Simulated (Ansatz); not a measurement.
# InSe: the cost of one run

Computed with Ansatz 0.2.0, driven from Python. Level of theory: DFT LDA, plane waves, PAW.

The COD entry's cell or inner coordinates are ideal or old and differ from later refinements, so a difference from it is no clean test against experiment.

### 1 The system

It takes space group R3m (No. 160, trigonal). Conventional cell: a = 4.000 Å, b = 4.000 Å, c = 25.320 Å, α = 90.00°, β = 90.00°, γ = 120.00°. Around In (site symmetry 3m) lie 3 Se at 2.64 Å and 1 In at 2.82 Å. In (site symmetry 3m) is surrounded by 3 Se at 2.63 Å and 1 In at 2.82 Å. Se (site symmetry 3m) is surrounded by 3 In at 2.64 Å. Around Se (site symmetry 3m) lie 3 In at 2.63 Å.

The script reads inse.extxyz:

```xyz
4
Lattice="2.0 1.15470054 8.44 -2.0 1.15470054 8.44 0.0 -2.30940108 8.44" Properties=species:S:1:pos:R:3 pbc="T T T"
In    0.00000000    0.00000000    0.00000000
In    0.00000000    0.00000000    2.82064800
Se    0.00000000   -0.00000000   15.60978000
Se    0.00000000    0.00000000   20.96749200
```

### 2 Script

Input file inse_optics.py:

```python
"""Independent-particle optical spectrum of InSe."""

import warnings

import ansatz as az
import numpy as np

config = {
    "occupations": "fixed",
    "functional": "LDA",
    "ecut": 550,
}


def main() -> None:
    warnings.simplefilter("ignore", az.DeckWarning)

    crystal = az.Crystal.from_extxyz("inse.extxyz")

    calculation = (
        crystal.calculation()
        .occupations(config["occupations"])
        .functional(config["functional"])
        .basis(config["ecut"])
        .kpoints(6)
        .optics(energy_step=0.05, nscf_kmesh=(8, 8, 8), broadening_width=0.3, spectra_wanted_up_to=6)
    )
    outcome = calculation.run(threads=1)
    spectra = outcome.optics()
    energy, filling = np.asarray(spectra.photon_energy_ev), spectra.band_filling
    gapped = filling.kind == "insulating"
    eps1 = np.asarray(filling.eps1 if gapped else filling.eps1_interband)[:3].mean(axis=0)
    eps2 = np.asarray(filling.eps2 if gapped else filling.eps2_interband)[:3].mean(axis=0)
    print("filling:", filling.kind, "- valid up to", round(spectra.valid_up_to_ev, 2), "eV,", spectra.n_bands, "bands")
    top = min(8, spectra.valid_up_to_ev)
    # mean of xx, yy and zz; between bands only where the bands are partly filled
    print("E (eV)    eps1      eps2")
    for e in np.arange(0.5, top + 0.01, 0.5):
        print(f"{e:5.1f} {np.interp(e, energy, eps1):9.3f} {np.interp(e, energy, eps2):9.3f}")
    if gapped:
        print("eps_inf, bands beyond those summed included:", np.round(filling.eps_inf[:3], 3))
    print("f-sum electrons:", np.round(filling.get("f_sum_n_eff"), 3))


if __name__ == "__main__":
    main()
```

### 3 The calls as engine input

The engine receives this input:

```yaml
crystal:
  lattice:
    - [2.0, 1.15470054, 8.44]
    - [-2.0, 1.15470054, 8.44]
    - [0.0, -2.30940108, 8.44]
  atoms:
    - { symbol: In, position: [0.0, 0.0, 0.0] }
    - { symbol: In, position: [0.1114, 0.1114, 0.1114] }
    - { symbol: Se, position: [0.6165, 0.6165, 0.6165] }
    - { symbol: Se, position: [0.8281000000000001, 0.8281000000000001, 0.8281000000000001] }
basis:
  ecutwfc: 550.0
kpoints:
  mp_grid:
    grid: [6, 6, 6]
hamiltonian:
  xc: lda
scf:
  occupations:
    method: fixed
output:
  optics:
    de: 0.05
    sigma: 0.3
    nscf_kmesh:
      grid: [8, 8, 8]
    bands:
      spectra_wanted_up_to: 6.0
```

### 4 The run

The run is started by

```
$ python inse_optics.py
```

**Question.** How long does this script take on 1 thread of Arm Neoverse V1, shared host, and how much memory does it need?

About 16 min, with a peak of 1.3 GiB.
